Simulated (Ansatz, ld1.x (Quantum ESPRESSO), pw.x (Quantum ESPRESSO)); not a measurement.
pw.x on bcc Re: one setting changed

Potential: norm-conserving Troullier–Martins (Kleinman–Bylander form), ld1.x (Quantum ESPRESSO) 7.5, PBE; core [Xe] 4f14, reference 5d5 6s1.5 6p0.5; waves: 6p (bound): rc 3.55 bohr; 5d (bound): rc 1.50 bohr; 5f channel at 0.25 Ry: rc 2.95 bohr; 6s (bound): rc 2.40 bohr; local part: the s channel; core correction: none.

The reference run (k-mesh 15³, cutoffs 75/300 Ry, Fermi–Dirac 0.01 Ry, mixing_beta 0.4, conv_thr 1e-9, no spin) gives 5.78 GPa at 15.081 Å³/atom, where all-electron LAPW gives 0.89 GPa. This run, with its own iteration cap, changes smearing to gauss.

```
&control
  calculation='scf', prefix='x', pseudo_dir='./', outdir='./tmp', tstress=.true., disk_io='none'
/
&system
  ibrav=0, nat=1, ntyp=1, ecutwfc=75, ecutrho=300, nbnd=11,
  occupations='smearing', smearing='gauss', degauss=0.01
/
&electrons
  conv_thr=1e-09, mixing_beta=0.4, electron_maxstep=60
/
ATOMIC_SPECIES
Re 1.0 Re.UPF
CELL_PARAMETERS angstrom
  -1.55640774 1.55640774 1.55640774
  1.55640774 -1.55640774 1.55640774
  1.55640774 1.55640774 -1.55640774
ATOMIC_POSITIONS crystal
Re 0.0000 0.0000 0.0000
K_POINTS automatic
15 15 15 0 0 0
```

```bash
pw.x < Re.scf.in > Re.scf.out
```

Question: How does the run end?

Answer: It converges in 7 iterations; the free energy moves by +30.0 meV/atom and the pressure by -0.29 GPa. Gaussian smearing of the same width is narrower in effect than Fermi–Dirac, so its quadratic term in F is smaller.

```
Message from routine setup:
     using ibrav=0 with symmetry is DISCOURAGED, use correct ibrav instead
     lattice parameter (alat)  =       5.0943  a.u.
     unit-cell volume          =     101.7716 (a.u.)^3
     number of electrons       =         7.00
     number of Kohn-Sham states=           11
     kinetic-energy cutoff     =      75.0000  Ry
     charge density cutoff     =     300.0000  Ry
     scf convergence threshold =      1.0E-09
     Exchange-correlation= PBE
     number of k points=   120  Gaussian smearing, width (Ry)=  0.0100
     iteration #  1     ecut=    75.00 Ry     beta= 0.40
     total energy              =     -22.16746127 Ry
     estimated scf accuracy    <       0.05185959 Ry
     iteration #  2     ecut=    75.00 Ry     beta= 0.40
     total energy              =     -22.16675112 Ry
     estimated scf accuracy    <       0.00967567 Ry
     iteration #  3     ecut=    75.00 Ry     beta= 0.40
     total energy              =     -22.16820513 Ry
     estimated scf accuracy    <       0.00034288 Ry
     iteration #  4     ecut=    75.00 Ry     beta= 0.40
     total energy              =     -22.16826374 Ry
     estimated scf accuracy    <       0.00000846 Ry
     iteration #  5     ecut=    75.00 Ry     beta= 0.40
     total energy              =     -22.16826633 Ry
     estimated scf accuracy    <       0.00000087 Ry
     iteration #  6     ecut=    75.00 Ry     beta= 0.40
     total energy              =     -22.16826659 Ry
     estimated scf accuracy    <       0.00000002 Ry
     iteration #  7     ecut=    75.00 Ry     beta= 0.40
     the Fermi energy is    17.6466 ev
!    total energy              =     -22.16826659 Ry
     estimated scf accuracy    <          1.3E-11 Ry
     smearing contrib. (-TS)   =      -0.00085748 Ry
     The total energy is F=E-TS. E is the sum of the following terms:
     one-electron contribution =      12.86905234 Ry
     hartree contribution      =       0.43835303 Ry
     xc contribution           =      -5.16008123 Ry
     ewald contribution        =     -30.31473325 Ry
     convergence has been achieved in   7 iterations
          total   stress  (Ry/bohr**3)                   (kbar)     P=       54.88
     Message from routine punch:
     Nothing written, as per user request (disk_io='none')
```

The run took about 18 s on one core of a shared host (Neoverse-V1, 32 threads, 247 GiB, load 19).
